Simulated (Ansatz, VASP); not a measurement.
One calculation of SiC, two programs

```xyz
2
Lattice="0.0000 2.1899 2.2994 2.1899 0.0000 2.2994 2.1899 2.1899 0.0000" Properties=species:S:1:pos:R:3 pbc="T T T"
Si    0.0000    0.0000    0.0000
C     3.2848    3.2848    3.4490
```

Change from the starting cell: strain +0.000 along x and y, +0.050 along z, atoms carried along.

Alike in both runs: task single point; functional PBE; k mesh 10 × 10 × 10; occupations gaussian, width 0.05 eV; no spin polarisation.

|  | VASP | Ansatz |
| --- | --- | --- |
| version | VASP 6.6.1 | Ansatz 0.2.0 |
| potentials or method | VASP PAW PBE potentials, release 64 (Si, C) | scalar-relativistic, plane waves, PAW |
| plane-wave cutoff (eV) | 520 | 420 |
| valence electrons in the cell | 8 | 8 |

Ansatz gave:

```
gap on the k mesh at the Fermi level (eV)       : 1.17
least direct gap on the mesh (eV)               : 4.43
pressure (GPa)                                  : -9.5
largest component of the traceless stress (GPa) : 9.01
```

Question: Which values does VASP return?

Answer: gap on the k mesh at the Fermi level (eV): 1.16; least direct gap on the mesh (eV): 4.43; pressure (GPa): -9.6; largest component of the traceless stress (GPa): 9.03.

A k mesh can miss the band edges.
